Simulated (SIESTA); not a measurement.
The system is HfC.

```
CELL_PARAMETERS angstrom
0.00000 2.32500 2.32500
2.32500 0.00000 2.32500
2.32500 2.32500 0.00000
ATOMIC_POSITIONS crystal
Hf 0.50000 0.50000 0.50000
C 0.00000 0.00000 0.00000
```

| Item | Value |
| --- | --- |
| Program | SIESTA 5.4.2 |
| Task | single point |
| Functional | PBE |
| Potentials or basis | PseudoDojo 0.4 standard (PBE files) |
| Basis | DZP (energy shift 0.003 Ry; two zetas on semicore shells) |
| Grid cutoff | 800 Ry |
| Energy shift | 0.003 Ry |
| k mesh | 10 × 10 × 10 |
| Occupations | fermi-dirac, width 0.05 eV |
| Spin | no spin polarisation |

On this cell: pressure 3.3 GPa; largest force zero by symmetry; band gap on the k mesh none (metal or under the smearing width).

The same run follows on a disturbed copy (atoms moved at random, drawn with an rms of 0.05 Å):

```
CELL_PARAMETERS angstrom
0.00000 2.32500 2.32500
2.32500 0.00000 2.32500
2.32500 2.32500 0.00000
ATOMIC_POSITIONS crystal
Hf 0.48872 0.50833 0.48842
C 0.99015 0.01910 0.99366
```

Q: What changes?

A: The energy (extrapolated to zero smearing) moves by +5.1 meV/atom; pressure 3.5 GPa; largest force 0.404 eV/Å; band gap on the k mesh none (metal or under the smearing width).

Forces in eV/Å, atoms in the order of the input:
```
Hf   0.303  0.125  0.231
C   -0.305 -0.127 -0.232
```

Stress tensor (GPa, compression positive):
```
 3.63 -0.09 -0.16
-0.09  3.36 -0.07
-0.16 -0.07  3.47
```

Caveats: short orbitals over semicore shells can move pressures by several GPa; the basis of atomic orbitals isn't converged, which shifts pressures, moduli and gaps.
